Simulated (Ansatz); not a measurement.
## Ga in Ansatz: the effect of functional

Ga:

```
Ga
1.0
     1.41012   -4.10547    0.00000
     1.41012    4.10547    0.00000
    -0.11975    0.00000    3.39524
Ga
2
Cartesian
  1.3203 3.0298 2.5464
  1.3802 -3.0298 0.8488
```

This isn't the form of Ga at room conditions, which is orthorhombic.

The cell isn't the ideal one: volume scaled by 1.06.

Alike in all runs:

- Program: Ansatz 0.2.0
- Task: single point
- Potentials or basis: Ansatz PAW
- k mesh: 10 × 10 × 8
- Occupations: fermi-dirac, width 0.05 eV
- Spin: no spin polarisation

| functional | cutoff | pressure (GPa) | largest force (eV/Å) |
| --- | --- | --- | --- |
| LDA | 420 eV (not typed: the program's choice for these potentials) | -6.2 | 0.15 |
| PBEsol | 420 eV (not typed: the program's choice for these potentials) | -4.5 | 0.17 |
| r2SCAN | 500 eV (not typed: the program's choice for these potentials) | ? | ? |

What does the run with functional r2SCAN give?

Pressure -4.2 GPa; largest force 0.19 eV/Å.

Caveats: the PAW data sets come from PBE, with cores solved anew for the run's functional, which leaves a small shift of forces and pressure.
